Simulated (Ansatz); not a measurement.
Here is the system:

```
CELL_PARAMETERS angstrom
      3.14625     0.00000     0.00000
     -1.57313     2.72474     0.00000
      0.00000     0.00000     4.95127
ATOMIC_POSITIONS crystal
  Al 0.33333 0.66667 0.99494
  Al 0.66667 0.33333 0.49494
  N  0.33333 0.66667 0.38006
  N  0.66667 0.33333 0.88006
```

Method: r2SCAN with spin-orbit coupling, rigid bands (plane waves, PAW; Ansatz, an electronic-structure program). Condition of this run: biaxial stress in the c plane of -4.5 GPa (compression positive) (the target of the relaxation). How the cell was made: cell and atoms relaxed with PBEsol, then loaded as said.

Task: What conductivity effective mass do dilute electrons have at 300 K?

Result: 0.31 mₑ.

Task: What conductivity effective mass do dilute holes have at 300 K?

Result: 3.3 (x), 3.3 (y), 0.37 (z) mₑ.

Task: And the band gap?

Result: 4.60 eV at this level; semilocal functionals usually fall short of the measured gap.

Rigid bands, one relaxation time for all states, no polarons. Geometry: cell and atoms relaxed with PBEsol.
